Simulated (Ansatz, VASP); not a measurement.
One calculation of NbSi, two programs

```
Nb Si
1.0
     3.19798    0.00000    0.00000
     0.00000    3.19798    0.00000
     0.00000    0.00000    3.19798
Nb Si
1 1
Direct
  0.00000 0.00000 0.00000
  0.50000 0.50000 0.50000
```

The cell was built by a generator and needn't be a form met in nature.

Alike in both runs: task single point; functional PBE; k mesh 8 × 8 × 8; occupations fermi-dirac, width 0.05 eV; no spin polarisation.

|  | VASP | Ansatz |
| --- | --- | --- |
| version | VASP 6.6.1 | Ansatz 0.2.0 |
| potentials or method | VASP PAW PBE potentials, release 64 (Nb_sv, Si) | Ansatz PAW |
| plane-wave cutoff (eV) | 520 | 420 |
| valence electrons in the cell | 17 | 17 |

Ansatz gave:

* gap on the k mesh at the Fermi level (eV): none
* pressure (GPa): -6.1

Question: Estimate VASP's values.

Answer: gap on the k mesh at the Fermi level (eV): none; pressure (GPa): -6.3.

A gap of «none» marks a metal or a gap that the smearing closes. The functional is the same, so the differences come from potentials, cutoffs and numerics.
